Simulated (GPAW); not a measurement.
In:

```
In
1.0
    -1.88253    1.88253    1.88253
     1.88253   -1.88253    1.88253
     1.88253    1.88253   -1.88253
In
1
Direct
  0.00000 0.00000 0.00000
```

This isn't the form of In at room conditions, which is tetragonal.

Base run:

```yaml
Program: GPAW 26.7.0
Functional: LDA
Potentials_or_basis: the program's PAW data sets (release 1.2.1) made for this functional
Cutoff: 450 eV
Basis: pw
k_mesh: 8 × 8 × 8
Occupations: fermi-dirac, width 0.05 eV
Spin: no spin polarisation
```

Its results: band gap on the k mesh none (metal or under the smearing width); pressure -5.2 GPa.

Problem. The run is repeated on the same cell with these changes: functional from LDA to PBEsol; potentials or basis from the program's PAW data sets (release 1.2.1) made for this functional to PAW data sets generated in the run's folder for this functional. What comes out?

Solution. Band gap on the k mesh none (metal or under the smearing width); pressure -3.5 GPa.

Caveats: the cutoff is short for stress and forces, so pressures can be off by a GPa or more.
